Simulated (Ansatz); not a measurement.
Input and command of a plane-wave DFT calculation in Ansatz:

```yaml
crystal:
  lattice:
    - [6.9764609887, 0.0, 0.0]
    - [0.0, 6.9764609887, 0.0]
    - [0.0, 0.0, 3.6070281186]
  atoms:
    - { symbol: Hf, position: [0.6738642686, 0.8261357314, 0.5] }
    - { symbol: Hf, position: [0.8261357314, 0.3261357314, 0.5] }
    - { symbol: Hf, position: [0.3261357314, 0.1738642686, 0.5] }
    - { symbol: Hf, position: [0.1738642686, 0.6738642686, 0.5] }
    - { symbol: Hf, position: [0.5071698281, 0.4782152796, 0.0] }
    - { symbol: Hf, position: [0.0, 0.0, 0.0] }
    - { symbol: Si, position: [0.6238117757, 0.1238117757, 0.0] }
    - { symbol: Si, position: [0.8761882243, 0.6238117757, 0.0] }
    - { symbol: Si, position: [0.1238117757, 0.3761882243, 0.0] }
    - { symbol: Si, position: [0.3761882243, 0.8761882243, 0.0] }
basis:
  ecutwfc: 420
kpoints:
  mp_grid: { grid: [6, 6, 12] }
hamiltonian:
  xc: pbesol
scf:
  occupations: { method: gaussian, width: 0.15 }
output:
  forces: true
  stress: true
  eigenvalues: true
```

```bash
ansatz run input.yaml --threads 2 --pin off --max-ram 5120MiB --backend cpu --events-out ev --progress --plain --runs-dir out
```

Processor: Arm Neoverse V2, 2 threads, on a host shared with other jobs.

Estimate time, memory and problem size.

About 2.4 min on 2 threads of Arm Neoverse V2, with other jobs on the host, peak memory 1.7 GiB. It solves 104 bands at 140 k points (the mesh reduced by symmetry) with about 3425 plane waves, in 8 SCF iterations.
